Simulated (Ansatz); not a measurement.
## TaSi$_{2}$: moving Si off its site

TaSi$_{2}$, P6_222, a = 4.761 Å, c = 6.556 Å. The structure is a COD entry; whether it is the stable form wasn't checked. Ansatz: PBEsol, PAW, 420 eV, Γ-centred 12×12×6 mesh on 9 atoms, Gaussian smearing 0.15 eV; no spin polarisation.

```
Ta Si
1.0
     4.76086    0.00000    0.00000
    -2.38043    4.12303    0.00000
     0.00000    0.00000    6.55578
Ta Si
3 6
Direct
  0.50000 0.00000 0.50000
  0.50000 0.50000 0.83333
  0.00000 0.50000 0.16667
  0.15927 0.31854 0.50000
  0.84073 0.15927 0.83333
  0.68146 0.84073 0.16667
  0.84073 0.68146 0.50000
  0.15927 0.84073 0.83333
  0.31854 0.15927 0.16667
```

Atom 4 (Si) moves by x along the unit vector (0.000, 1.000, 0.000), with its periodic images; all else is held. y is the free energy of the cell over the start, F the force along the path summed over the moved atoms.

```tsv
x (Å)	y (meV)	F (eV/Å)
-0.100	?	?
-0.060	15.46	0.51
-0.020	1.81	0.17
0.000	0.00	0.01
0.040	6.25	-0.32
0.080	25.58	-0.65
0.100	40.17	-0.81
```

Question: Fit y = c2 x² + c3 x³ + c4 x⁴ to the energies of the other rows, give the force constant, and predict energy and force of the missing row.

Answer: Least squares on the rows shown. y = 4054.1 x² − 2647.3 x³ + 22934 x⁴. The force constant is 2 c2 = 8.11 eV/Å² (for all images moving together, not for a lone atom). The force −dy/dx at the missing row is 0.98 eV/Å (computed 0.86). At x = -0.100 the fit asked for gives 45.48 meV. The run gave 42.78 meV, so the fit is 2.70 meV too high, 6.3 % of the span of the series, against an rms of 0.10 meV on the fitted rows. The row lies outside the fitted range. With a term in x⁵ added, a fit to the same known rows predicts 47.13 meV, further off still.

Spin–orbit coupling is left out, which can shift energies with elements as heavy as these.